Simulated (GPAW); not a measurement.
# CuO (P6_3/mmc) in GPAW: single point with PBE

Aim: the single point of CuO with PBE.

Everything below comes from runs of GPAW 26.7.0. Logs are shortened: lines on timing, memory, paths and dates and some standing lists are left out, and cuts for length are marked. The log counts tension as positive stress, the text compression.

## Step 1: The structure

Symmetry: P6_3/mmc, No. 194, hexagonal system. The conventional cell has a = 3.180 Å, b = 3.180 Å, c = 4.431 Å, α = 90.00°, β = 90.00°, γ = 120.00°. Cu (site symmetry -3m) is surrounded by 6 O at 2.14 Å and 2 Cu at 2.22 Å. O (site symmetry -6m2) has 6 Cu at 2.14 Å as nearest neighbours.

Measurements of this composition are mostly on another form, of space group No. 15.

## Step 2: Single point, PBE

The input, run.py:

```python
from ase.dft.bandgap import bandgap
from ase.io import write
from ase.spacegroup import crystal
from ase.units import GPa
from gpaw import GPAW, PW

# Cu 2a
# O 2c
atoms = crystal(['Cu', 'O'],
                basis=[[0.0, 0.0, 0.0],
                       [0.3333333333, 0.6666666667, 0.25]],
                spacegroup=194, setting=1,  # P6_3/mmc
                cellpar=[3.1795331, 3.1795331, 4.43149073, 90.0, 90.0, 120.0],
                primitive_cell=True)

calc = GPAW(mode=PW(800),
            xc='PBE',
            kpts={'size': (15, 15, 10), 'gamma': True},
            occupations={'name': 'fermi-dirac', 'width': 0.05},
            nbands=33,
            convergence={'density': 1e-05, 'energy': 1e-05},
            maxiter=75,
            txt='gpaw.txt')
atoms.calc = calc
energy = atoms.get_potential_energy()
forces = atoms.get_forces()
stress = atoms.get_stress()
calc.write('gs.gpw')
write('result.traj', atoms)
print(f'Energy: {energy:.6f} eV')
print('Forces (eV/A):')
print(forces.round(4))
print('Stress (GPa):', (stress / GPa).round(3))
print('Fermi level:', round(calc.get_fermi_level(), 4), 'eV')
print(f'Gap: {bandgap(calc)[0]:.4f} eV, direct: {bandgap(calc, direct=True)[0]:.4f} eV')
```

Potentials or basis: GPAW PAW data sets (gpaw-data 1.2.1), pw.

Run with:

```console
$ OMP_NUM_THREADS=1 python run.py
```

gpaw.txt:

```text
__  _  _
 | _ |_)|_||  |
 |__||  | ||/\| - 26.7.0

Input parameters:
  mode=PW(ecut=800.0),
  convergence={'density': 1e-05, 'energy': 1e-05},
  kpts=MonkhorstPack(size=(15, 15, 10), gamma=True),
  maxiter=75,
  nbands=33,
  occupations=Occupations(name='fermi-dirac', width=0.05),
  xc=XC(name='PBE')

Diagonalizing LCAO Hamiltonian
Converting LCAO to pw mode

            O

       Cu
         O

       Cu

Atoms  # Å, Bohr magnetons
|   | symbol |         x |        y |        z |    initial magnetic moments |
|---|--------|-----------|----------|----------|-----------------------------|
| 0 |     Cu |  0.000000 | 0.000000 | 0.000000 | ( 0.0000,  0.0000,  0.0000) |
| 1 |     Cu |  0.000000 | 0.000000 | 2.215745 | ( 0.0000,  0.0000,  0.0000) |
| 2 |      O | -0.000000 | 1.835704 | 1.107873 | ( 0.0000,  0.0000,  0.0000) |
| 3 |      O |  1.589767 | 0.917852 | 3.323618 | ( 0.0000,  0.0000,  0.0000) |

Unit cell  # Å
| periodic |         x |        y |        z |  lengths |     angles |
|----------|-----------|----------|----------|----------|------------|
|      yes |  3.179533 | 0.000000 | 0.000000 | 3.179533 |  90.000000 |
|      yes | -1.589767 | 2.753556 | 0.000000 | 3.179533 |  90.000000 |
|      yes |  0.000000 | 0.000000 | 4.431491 | 4.431491 | 120.000000 |

Number of symmetries: 12
Symmetry operations  # r_c * U_cc + t_c -> r_c
|    | kind |            matrix            |
|----|------|------------------------------|
|  0 |  σ   |  1, 1, 0,  0,-1, 0,  0, 0, 1 |
|  1 |  S6  |  1, 1, 0, -1, 0, 0,  0, 0,-1 |
|  2 |  E   |  1, 0, 0,  0, 1, 0,  0, 0, 1 |
|  3 |  C2  |  1, 0, 0, -1,-1, 0,  0, 0,-1 |
|  4 |  C2  |  0, 1, 0,  1, 0, 0,  0, 0,-1 |
|  5 |  C3  |  0, 1, 0, -1,-1, 0,  0, 0, 1 |
|  6 |  S6  |  0,-1, 0,  1, 1, 0,  0, 0,-1 |
|  7 |  σ   |  0,-1, 0, -1, 0, 0,  0, 0, 1 |
|  8 |  σ   | -1, 0, 0,  1, 1, 0,  0, 0, 1 |
|  9 |  i   | -1, 0, 0,  0,-1, 0,  0, 0,-1 |
| 10 |  C3  | -1,-1, 0,  1, 0, 0,  0, 0, 1 |
| 11 |  C2  | -1,-1, 0,  0, 1, 0,  0, 0,-1 |

BZ-sampling:
  Number of BZ points: 2250
  Number of IBZ points: 238

  Monkhorst-Pack size: [15, 15, 10]
  Monkhorst-Pack shift: [0.0, 0.0, 0.05]

K-points  # in reciprocal-cell coordinates
|     |                                coordinates |     weight |
|-----|--------------------------------------------|------------|
|   0 | (  0.00000000,   0.00000000,   0.00000000) | 0.00044444 |
|   1 | (  0.00000000,   0.00000000,   0.10000000) | 0.00088889 |
|   2 | (  0.00000000,   0.00000000,   0.20000000) | 0.00088889 |
|   3 | (  0.00000000,   0.00000000,   0.30000000) | 0.00088889 |
|   4 | (  0.00000000,   0.00000000,   0.40000000) | 0.00088889 |
|   5 | (  0.00000000,   0.00000000,   0.50000000) | 0.00044444 |
|   6 | (  0.06666667,   0.00000000,  -0.40000000) | 0.00266667 |
|   7 | (  0.06666667,   0.00000000,  -0.30000000) | 0.00266667 |
|   8 | (  0.06666667,   0.00000000,  -0.20000000) | 0.00266667 |
|   9 | (  0.06666667,   0.00000000,  -0.10000000) | 0.00266667 |
| ... |                                            |            |
| 237 | (  0.46666667,   0.46666667,   0.50000000) | 0.00266667 |

Plane wave coefficients: 2025
Cutoff: 800.0 eV

Spin-components: 1 (collinear spins)
Bands:           33
Projectors:      22
Spin-degeneracy: 2
Datatype:        complex128

Parallelization:
  kpt:    1
  domain: 1
  band:   1

Density:
  Valence electrons: 34.0
  Components: 1
  Grid points: [21 21 30]
  Charge: 0.0  # |e|

Potential:
  Grid points: [21 21 30]

species:
  Cu:
    name:    Copper
    Z:       29.0
    valence: 11
    core:    18
    charge:  0.0  # [|e|]
    compensation charges:
      type: gauss
      rc: 0.33  # [Å]
      lmax: 2
    cutoffs:
      filter: 2.06  # [Å]
      core: 2.43  # [Å]
    projectors
    | kind |    occ | energy [eV] | rcut [Å] |
    |------|--------|-------------|----------|
    |   4s |  1.000 |      -4.609 |    1.164 |
    |   4p |  0.000 |      -0.698 |    1.164 |
    |   3d | 10.000 |      -5.039 |    1.058 |
    |    s |        |      22.603 |    1.164 |
    |    p |        |      26.513 |    1.164 |
    |    d |        |      22.172 |    1.058 |

    Using partial waves for Cu as LCAO basis

  O:
    name:    Oxygen
    Z:       8.0
    valence: 6
    core:    2
    charge:  0.0  # [|e|]
    compensation charges:
      type: gauss
      rc: 0.21  # [Å]
      lmax: 2
    cutoffs:
      filter: 1.17  # [Å]
      core: 0.83  # [Å]
    projectors
    | kind |    occ | energy [eV] | rcut [Å] |
    |------|--------|-------------|----------|
    |   2s |  2.000 |     -23.961 |    0.688 |
    |   2p |  4.000 |      -9.029 |    0.598 |
    |    s |        |       3.251 |    0.688 |
    |    p |        |      18.182 |    0.598 |
    |    d |        |       0.000 |    0.619 |

    Using partial waves for O as LCAO basis

Reference energy: -94124.608285  # eV

eigensolver:
  PPCG
  Converge bands: occupied
  niter=2

density mixing:
  MSR1-Mixer
  Pratt-step length: 0.05
  Maximum mixing coefficient: 0.75
  Old densities: 10
  SVD Regularization: 0.005
  Good broyden scale: 1.0
  Trust region scale: 1.0
  Backstep threshold: 4.0
  History deletion threshold: 6.0
  Fourier metric: weight=20.0, sigma=0.015

occupation numbers:
  Fermi-Dirac:
    width: 0.0500  # eV

poisson solver:
  ecut: 6400.0  # eV

xc functional:
  name: PBE with 2 nearest neighbor stencil

convergence criteria:
- Maximum integral of absolute [dens]ity change: 1e-05 electrons / valence electron
- Maximum [total energy] change in last 3 cyles: 1e-05 eV / valence electron
- Maximum integral of absolute [eigenst]ate change: 4e-08 eV^2 / valence electron
maximum number of iterations: 75

SCF iterations
|iter     | |      energy | eigst |  dens |
|---------|-|-------------|-------|-------|
|iter:   1| |  -23.985860 | +0.10 |       |
|iter:   2| |  -21.591086 | -1.84 | -0.89 |
|iter:   3| |  -18.532470 | -1.23 | -0.98 |
|iter:   4| |  -18.441478 | -2.92 | -1.56 |
|iter:   5| |  -18.419070 | -2.96 | -1.75 |
|iter:   6| |  -18.426969 | -3.61 | -2.24 |
|iter:   7| |  -18.408991 | -3.95 | -2.14 |
|iter:   8| |  -18.409018 | -5.72 | -2.87 |
|iter:   9| |  -18.408969c| -5.87 | -3.14 |
|iter:  10| |  -18.408970c| -7.93c| -4.23 |
|iter:  11| |  -18.408970c| -8.31c| -4.58 |
|iter:  12| |  -18.408970c| -9.09c| -5.45c|

Converged in 12 steps
Energy contributions relative to reference atoms: (reference = -94124.608285)

Energy contributions:
  Kinetic:           6.714580
  Coulomb:         -10.547041
  Zero:              0.598107
  External:          0.000000
  Xc:              -15.159198
  Entropy:          -0.030835
  Spinorbit:         0.000000
  ----------------------------
  Free energy:     -18.424387
  Extrapolated:    -18.408970

dipole moment: (-6.851581, -11.867287, -9.549428)  # |e|*Ang

Fermi level: 6.587
Eigenvalues  # (at kpt = [0.000, 0.000, 0.000])
| band index |      eig [eV] | occ [0-2] |
|------------|---------------|-----------|
|          0 |       -12.640 |     2.000 |
|        ... |               |           |
|          8 |         4.071 |     2.000 |
|          9 |         4.071 |     2.000 |
|         10 |         4.365 |     2.000 |
|         11 |         4.365 |     2.000 |
|         12 |         4.984 |     2.000 |
|         13 |         5.125 |     2.000 |
|         14 |         5.125 |     2.000 |
|         15 |         6.466 |     1.835 |
|         16 |         7.180 |     0.000 |
|         17 |         7.180 |     0.000 |
|         18 |         8.008 |     0.000 |
|         19 |        11.647 |     0.000 |
|         20 |        17.987 |     0.000 |
|         21 |        18.821 |     0.000 |
|         22 |        18.821 |     0.000 |
|         23 |        24.268 |     0.000 |
|        ... |               |           |
|         32 |        31.535 |     0.000 |

No gap
No difference between direct/indirect transitions

Forces  # eV/Ang
|        x |        y |        z |
|----------|----------|----------|
|  0.00000 | -0.00000 |  0.00000 |  # Cu   0
|  0.00000 |  0.00000 |  0.00000 |  # Cu   1
| -0.00000 | -0.00000 |  0.00002 |  # O    2
|  0.00000 |  0.00000 | -0.00002 |  # O    3

Stress tensor  # eV/Ang^3
|         x |         y |         z |
|-----------|-----------|-----------|
|  0.051701 | -0.000000 |  0.000000 |
| -0.000000 |  0.051701 |  0.000000 |
|  0.000000 |  0.000000 | -0.245025 |

# Writing to gs.gpw (mode='')
```

Run time: 7.2 min. Hardware: 1 thread of AMD EPYC 7R43 (Zen 3), shared host; peak memory 0.51 GiB.

What came out:

```yaml
Free_energy: -18.4244 eV
Pressure: 7.6 GPa
Band_gap_on_the_k_mesh: none (metal or under the smearing width)
```

Stress tensor (GPa, compression positive):
```
-8.28  0.00  0.00
 0.00 -8.28  0.00
 0.00  0.00 39.26
```

Levels at points of the mesh, in eV from the Fermi level:
```
           k point  band 14  band 15  band 16  band 17  band 18  band 19  band 20  band 21
(0.00, 0.00, 0.00)    -1.46    -1.46    -0.12     0.59     0.59     1.42     5.06    11.40
(0.00, 0.00, 0.50)    -2.31    -0.15    -0.15    -0.15    -0.15     4.17     4.17    13.87
```

Caveat: with this Cu data set, volumes or pressures lay over 1.5 % or 2 GPa off other programs in two to four cells of ten; the run has no spin polarisation, though such a crystal can be magnetic; semilocal functionals often make such compounds metallic where correlation or magnetic order opens a gap, which also shifts bond lengths.
